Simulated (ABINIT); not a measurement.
# Ge (I4_1/amd) in ABINIT: further runs, part 2 of 3

ABINIT 10.8.3 (patched build). Earlier steps stand in the parts before.

### Step 3. Relaxation of cell and atoms, LDA

run.abi reads:

```
# Pseudopotentials
pp_dirpath "./"
pseudos "Ge.upf"

# Structure
acell 7.3696306677 7.3696306677 7.3696306677
rprim
    -0.6601525502     0.6601525502     0.3583255794
     0.6601525502    -0.6601525502     0.3583255794
     0.6601525502     0.6601525502    -0.3583255794
ntypat 1
znucl 32
natom 2
typat 1 1
chkprim 0
chksymtnons 0
tolsym 1.0e-6
xred
            1/2            1/2            0.0
            1/4            3/4            1/2

# Plane-wave basis
ecut 40.0
ecutsm 0.5

# k points
kptopt 1
ngkpt 8 8 8
nshiftk 1
shiftk 0.0 0.0 0.0

# Exchange and correlation
ixc 7

# Bands and occupations
nband 18
occopt 3
tsmear 0.00183747

# SCF cycle
nstep 80
tolvrs 1.0e-12

# Output
iomode 3
prteig 0
prtebands 0
prtwf 0
prtden 0

# Relaxation
ionmov 2
optcell 2
ntime 50
tolmxf 2.0e-5
dilatmx 1.08
```

Potentials or basis: PseudoDojo NC SR LDA v0.4.1 standard.

Started as:

```console
mpirun --bind-to none -np 4 abinit run.abi > log 2>&1
```

run.abo:

```text
.Version 10.8.3 of ABINIT
 Symmetries : space group I4_1/a m d (#141); Bravais tI (body-center tetrag.)
================================================================================
 Values of the parameters that define the memory need of the present run
     intxc =       0    ionmov =       2      iscf =       7    lmnmax =       6
     lnmax =       6     mgfft =      48  mpssoang =       3    mqgrid =    3001
     natom =       2  nloc_mem =       1    nspden =       1   nspinor =       1
    nsppol =       1      nsym =      16    n1xccc =    2501    ntypat =       1
    occopt =       3   xclevel =       1
       mpw =        3824          nfft =      110592          nkpt =          59
================================================================================
================================================================================

--------------------------------------------------------------------------------
------------- Echo of variables that govern the present computation ------------
--------------------------------------------------------------------------------
 -outvars: echo values of preprocessed input variables --------
            acell      7.3696306677E+00  7.3696306677E+00  7.3696306677E+00 Bohr
              amu      7.26100000E+01
          chkprim           0
      chksymtnons           0
          dilatmx      1.08000000E+00
             ecut      4.00000000E+01 Hartree
           ecutsm      5.00000000E-01 Hartree
           ionmov           2
                       outvar_i_n : Printing only first  50 k-points.
              ixc           7
                       outvar_i_n : Printing only first  50 k-points.
         kptrlatt        8    0    0      0    8    0      0    0    8
          kptrlen      4.22516349E+01
            natom           2
            nband          18
            ngfft          48      48      48
             nkpt          59
            nstep          80
             nsym          16
            ntime          50
           ntypat           1
                       prtocc : prtvol=0, do not print more k-points.
           occopt           3
          optcell           2
           prtden           0
        prtebands           0
           prteig           0
            prtwf           0
            rprim     -6.6015255020E-01  6.6015255020E-01  3.5832557940E-01
                       6.6015255020E-01 -6.6015255020E-01  3.5832557940E-01
                       6.6015255020E-01  6.6015255020E-01 -3.5832557940E-01
          spgroup         141
           tolmxf      2.00000000E-05
           tolsym      1.00000000E-06
           tolvrs      1.00000000E-12
           tsmear      1.83747000E-03 Hartree
            typat      1  1
                       outvars : Printing only first  50 k-points.
           xangst     -4.0288503446E-18 -4.0288503446E-18  1.3974126424E+00
                       2.5744897171E+00  0.0000000000E+00  6.9870632119E-01
            xcart     -7.6134237536E-18 -7.6134237536E-18  2.6407271790E+00
                       4.8650804793E+00  0.0000000000E+00  1.3203635895E+00
             xred      5.0000000000E-01  5.0000000000E-01 -1.5649121913E-18
                       2.5000000000E-01  7.5000000000E-01  5.0000000000E-01
            znucl       32.00000

================================================================================

 chkinp: Checking input parameters for consistency.

[... 19 lines left out ...]
 Unit cell volume ucvol=  2.5001357E+02 bohr^3
 Angles (23,13,12)=  9.73769836E+01  9.73769836E+01  1.38005201E+02 degrees

 getcut: wavevector=  0.0000  0.0000  0.0000  ngfft=  48  48  48
         ecut(hartree)=     46.656   => boxcut(ratio)=   2.11836

--- Pseudopotential description ------------------------------------------------
- pspini: atom type   1  psp file is ./Ge.upf
  32.00000  14.00000  201201                  znucl, zion, pspdat
12 -1012 2 -1 1524                            pspcod,pspxc,lmax,lloc,mmax
     nproj     2     2     2

   1.69653809E+03                                ecore*ucvol(ha*bohr**3)
--------------------------------------------------------------------------------

================================================================================

=== [ionmov= 2] Broyden-Fletcher-Goldfarb-Shanno method (forces)
================================================================================

--- Iteration: ( 1/50) Internal Cycle: (1/1)
--------------------------------------------------------------------------------

---SELF-CONSISTENT-FIELD CONVERGENCE--------------------------------------------
[... 670 lines left out ...]
 Difference of energy with previous step (new-old):
           Absolute (Ha)=-7.25630E-08
           Relative     =-4.06614E-10

 At Broyd/MD step   7, gradients are converged :
  max grad (force/stress) = 9.4944E-06 < tolmxf= 2.0000E-05 ha/bohr (free atoms)

================================================================================

 ----iterations are completed or convergence reached----

 Mean square residual over all n,k,spin=   24.217E-17; max=  15.202E-14
 reduced coordinates (array xred) for    2 atoms
       0.500000000000      0.500000000000     -0.000000000000
       0.250000000000      0.750000000000      0.500000000000
 rms dE/dt=  7.1726E-30; max dE/dt=  1.1833E-29; dE/dt below (all hartree)
    1      -0.000000000000      0.000000000000      0.000000000000
    2      -0.000000000000      0.000000000000      0.000000000000

 cartesian coordinates (angstrom) at end:
    1      0.00000000000000    -0.00000000000000     1.43221833910709
    2      2.50316663392259    -0.00000000000000     0.71610916955354

 cartesian forces (hartree/bohr) at end:
    1      0.00000000000000     0.00000000000000    -0.00000000000000
    2     -0.00000000000000    -0.00000000000000     0.00000000000000
 frms,max,avg= 3.3973917E-31 5.1007071E-31   0.000E+00  0.000E+00  0.000E+00 h/b

 cartesian forces (eV/Angstrom) at end:
    1      0.00000000000000     0.00000000000000    -0.00000000000000
    2     -0.00000000000000    -0.00000000000000     0.00000000000000
 frms,max,avg= 1.7470091E-29 2.6228890E-29   0.000E+00  0.000E+00  0.000E+00 e/A
 length scales=  7.216412477339  7.216412477339  7.216412477339 bohr
              =  3.818761024893  3.818761024893  3.818761024893 angstroms
 Fermi (or HOMO) energy (hartree) =   0.20773   Average Vxc (hartree)=  -0.43866
 Eigenvalues (hartree) for nkpt=  59  k points:
 kpt#   1, nband= 18, wtk=  0.00195, kpt=  0.0000  0.0000  0.0000 (reduced coord)
  -0.70305   -0.69993   -0.69931   -0.69800   -0.69530   -0.69530   -0.69491   -0.69491
  -0.69213   -0.68932   -0.28774    0.08594    0.13204    0.13204    0.34160    0.48303
   0.48944    0.51157
      occupation numbers for kpt#   1
   2.00000    2.00000    2.00000    2.00000    2.00000    2.00000    2.00000    2.00000
   2.00000    2.00000    2.00000    2.00000    2.00000    2.00000    0.00000    0.00000
   0.00000    0.00000
 prteigrs : prtvol=0 or 1, do not print more k-points.

--- !EnergyTerms
iteration_state     : {dtset: 1, itime: 7, icycle: 1, }
comment             : Components of total free energy in Hartree
kinetic             :  1.33887952683752E+02
hartree             :  4.44720258804039E+01
xc                  : -4.29477411568575E+01
Ewald energy        : -1.13173958981594E+02
psp_core            :  7.00355057958421E+00
local_psp           : -1.15114788472939E+02
non_local_psp       : -9.25835629967115E+01
internal            : -1.78456522464362E+02
'-kT*entropy'       : -3.00693766425971E-04
total_energy        : -1.78456823158129E+02
total_energy_eV     : -4.85605754318657E+03
band_energy         : -1.38545672057250E+01
...

 Cartesian components of stress tensor (hartree/bohr^3)
  sigma(1 1)=  7.35073147E-08  sigma(3 2)=  0.00000000E+00
  sigma(2 2)=  7.35073147E-08  sigma(3 1)=  0.00000000E+00
  sigma(3 3)=  9.49439354E-08  sigma(2 1)=  0.00000000E+00

-Cartesian components of stress tensor (GPa)         [Pressure= -2.3729E-03 GPa]
- sigma(1 1)=  2.16265986E-03  sigma(3 2)=  0.00000000E+00
- sigma(2 2)=  2.16265986E-03  sigma(3 1)=  0.00000000E+00
- sigma(3 3)=  2.79334702E-03  sigma(2 1)=  0.00000000E+00

== END DATASET(S) ==============================================================
================================================================================

 -outvars: echo values of variables after computation  --------
            acell      7.2164124773E+00  7.2164124773E+00  7.2164124773E+00 Bohr
           etotal     -1.7845682316E+02
            fcart      9.9018291294E-32  2.7620891782E-31 -5.1007070876E-31
                      -9.9018291294E-32 -2.7620891782E-31  5.1007070876E-31
            rprim     -6.5549182512E-01  6.5549182512E-01  3.7504790946E-01
                       6.5549182512E-01 -6.5549182512E-01  3.7504790946E-01
                       6.5549182512E-01  6.5549182512E-01 -3.7504790946E-01
           strten      7.3507314680E-08  7.3507314687E-08  9.4943935429E-08
                       0.0000000000E+00  0.0000000000E+00  0.0000000000E+00
           xangst      2.3108465332E-16 -2.3891912528E-16  1.4322183391E+00
                       2.5031666339E+00 -2.3500188930E-16  7.1610916955E-01
             xred      5.0000000000E-01  5.0000000000E-01 -1.5649121913E-18
                       2.5000000000E-01  7.5000000000E-01  5.0000000000E-01
 Calculation completed.
```

Wall time 3.7 min (4 MPI ranks of Arm Neoverse V2, shared host); peak memory 0.36 GiB.

What came out:

```yaml
Free_energy: -4856.0575 eV
Relaxed_volume: 17.95 Å³/atom
Relaxed_cell: a = 3.819 Å, b = 3.819 Å, c = 3.819 Å, α = 98.09°, β = 98.09°, γ = 135.95°
Space_group_after_relaxing_to_0.05_Å: I4_1/amd (No. 141)
Energy_gained_by_relaxing: 14.1 meV/atom
Ionic_steps: 7
Pressure_after_relaxing: 0.0 GPa
Band_gap_on_the_k_mesh: none (metal or under the smearing width)
```

The path:
```
step  energy change (eV)  largest force (eV/Å)  pressure (GPa)  volume (Å³)
   1              0.0000                0.0000           -2.63        37.05
   2             -0.0076                0.0000           -2.06        36.75
   3             -0.0231                0.0000            0.99        35.42
   4             -0.0241                0.0000            0.78        35.50
   5             -0.0281                0.0000           -0.05        35.94
   6             -0.0282                0.0000           -0.01        35.90
   7             -0.0282                0.0000            0.00        35.90
```

Final structure:
```xyz
2
Lattice="-2.5032 2.5032 1.4322 2.5032 -2.5032 1.4322 2.5032 2.5032 -1.4322" Properties=species:S:1:pos:R:3 pbc="T T T"
Ge    0.0000    0.0000    1.4322
Ge    2.5032    0.0000    0.7161
```

### Step 4. Single point, LDA (cell relaxed)

run.abi reads:

```
pp_dirpath "./"
pseudos "Ge.upf"

acell 3.8187610332 3.8187610332 3.8187610332 Angstrom
rprim
    -0.6554918253     0.6554918253     0.3750479089
     0.6554918253    -0.6554918253     0.3750479089
     0.6554918253     0.6554918253    -0.3750479089
ntypat 1
znucl 32
natom 2
typat 1 1
xred
     0.5000000000     0.5000000000     0.0000000000
     0.2500000000     0.7500000000     0.5000000000
chkprim 0
chksymtnons 0
tolsym 1.0e-6

ecut 40.0

kptopt 1
ngkpt 8 8 8
nshiftk 1
shiftk 0.0 0.0 0.0

ixc 7

nband 18
occopt 3
tsmear 0.05 eV

nstep 100
tolvrs 1.0e-10

iomode 3
prtwf 0
prteig 0
prtebands 0
prtden 1
prtvha 1
prtvclmb 1
prtpot 1
prtelf 1
```

Started as:

```console
mpirun --bind-to none -np 4 abinit run.abi > log 2>&1
```

Wall time 26 s (4 MPI ranks of Arm Neoverse V2, shared host); peak memory 0.32 GiB.

It converged, with:

```yaml
Free_energy: -4856.0576 eV
Pressure: 0.0 GPa
Band_gap_on_the_k_mesh: none (metal or under the smearing width)
Valence_electrons_inside_the_program's_atomic_spheres: Ge 11.53 (radii [1.0584] Å)
```

Levels at points of the mesh, in eV from the Fermi level:
```csv
k point,band 11,band 12,band 13,band 14,band 15,band 16,band 17,band 18
"(0.00, 0.00, 0.00)",-13.48,-3.31,-2.06,-2.06,3.64,7.49,7.67,8.27
"(0.50, 0.00, 0.00)",-8.47,-6.63,-2.47,-1.76,-1.57,2.52,3.83,5.91
"(0.50, 0.50, 0.00)",-10.56,-10.56,1.01,1.01,2.60,2.60,6.82,6.82
"(0.50, 0.50, 0.50)",-8.64,-8.64,-5.91,-5.91,5.23,5.23,12.02,12.02
```

(Continued in part 3 of 3.)
